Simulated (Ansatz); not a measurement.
**Li2H: competing structures**

All numbers below come from DFT PBE, scalar-relativistic, plane waves, PAW in Ansatz 0.2.0. Settings: cutoff 420 eV, Γ-centred meshes spaced at most about 0.3 Å⁻¹, and about 0.25 Å⁻¹ or finer for metals (2π included), Gaussian smearing. No spin polarisation.

Energies over the elements count from the elements' standard structures at the same level (H₂ as a molecule), with no fitted energy shifts.

Temperature and zero-point effects are left out. Larger cells and other orderings weren't all tried, so the list isn't exhaustive. The k mesh leaves some 4 meV/atom of noise in the energy of each metallic cell. With hydrogen, zero-point motion can shift formation energies by some tens of meV/atom.

Invented guesses were relaxed alike, and ends that match in structure were merged. ΔE counts from the first row. Coordination counts H atoms around Li (those within 1.25 times the shortest such distance or 1.15 times the sum of covalent radii; a slash parts the counts of unlike sites). The ends were matched against large subsets of the Crystallography Open Database and the Materials Project, so a missing match doesn't prove that a structure is unreported.

```csv
#,reached from,type and space group,atoms,Å³/atom,coordination,ΔE (meV/atom),gap on mesh (eV),in databases,checks
1,random cell,"anti-cadmium iodide, P-3m1 (No. 164)",3,11.6,Li 3,0,0.00,no match,no imaginary mode on a 3×3×2 q mesh
2,MoP2 type (Cmc2_1),Cmc2_1 (No. 36),6,11.9,Li 2/4,31,0.00,no match,no imaginary mode at Γ (other wave vectors untested)
3,"a relaxed cell, shaken at random and relaxed again","anti-3R molybdenite, R3m (No. 160)",3,11.7,Li 3,37,0.00,no match,-
4,LaBr2 type (P6_3/mmc),P6_3/mmc (No. 194),6,11.7,Li 3,38,0.00,no match,no imaginary mode on a 3×3×1 q mesh
5,ordered vacancies on the anion sites of nickel arsenide,P-6m2 (No. 187),3,11.8,Li 3,53,0.00,no match,-
6,"Mn2As type (P4/nmm), changed on relaxing",P4/mmm (No. 123),3,11.5,Li 2/4,67,0.00,no match,-
7,random cell,Cmmm (No. 65),3,13.2,Li 2,74,0.00,no match,-
8,random cell,P4/mmm (No. 123),3,11.2,Li 4,141,0.00,no match,-
```

The lowest: Space group P-3m1 (No. 164), trigonal, a = 2.837 Å, c = 4.988 Å. Li is surrounded by 3 H at 2.02 Å; H has 6 Li at 2.02 Å. Its energy over the elements is −0.23 eV/atom. It lies below the elements, which doesn't yet make it stable against other compounds or structures. An observed structure of this formula, if there is one, may be missing.

```
CELL_PARAMETERS angstrom
2.83736 0.00000 0.00000
-1.41868 2.45723 0.00000
0.00000 0.00000 4.98847
ATOMIC_POSITIONS crystal
Li 0.33333 0.66667 0.26430
Li 0.66667 0.33333 0.73571
H 0.00000 0.00000 0.50000
```

The second: Space group Cmc2_1 (No. 36), orthorhombic, a = 2.555 Å, b = 11.302 Å, c = 4.929 Å. Li on its first site is surrounded by 4 H at 2.00–2.03 Å and 6 Li at 2.56–2.71 Å; Li on its second site is surrounded by 2 H at 1.96 Å and 4 Li at 2.56–2.68 Å; H has 6 Li at 1.96–2.03 Å. Counting H atoms around Li, the first has Li 3 and the second has Li 2/4. Shaken at random and relaxed again, row 1 came back. Shaken at random and relaxed again, row 2 came back. Shaken at random and relaxed again, row 5 falls into row 3, 16 meV/atom lower, so it is a saddle point or a shallow minimum. Cells without such a test can be saddle points.

```yaml
crystal:
  lattice:
    - [1.27762, -5.65081, 0.00000]
    - [1.27762, 5.65081, 0.00000]
    - [0.00000, 0.00000, 4.92947]
  atoms:
    - { symbol: Li, position: [0.05011, 0.94989, 0.27011] }
    - { symbol: Li, position: [0.94989, 0.05011, 0.77011] }
    - { symbol: Li, position: [0.81571, 0.18429, 0.34586] }
    - { symbol: Li, position: [0.18429, 0.81571, 0.84586] }
    - { symbol: H, position: [0.43707, 0.56293, 0.45903] }
    - { symbol: H, position: [0.56293, 0.43707, 0.95903] }
```

Some types were kept out of the candidates beforehand, so the set may lack a known form.
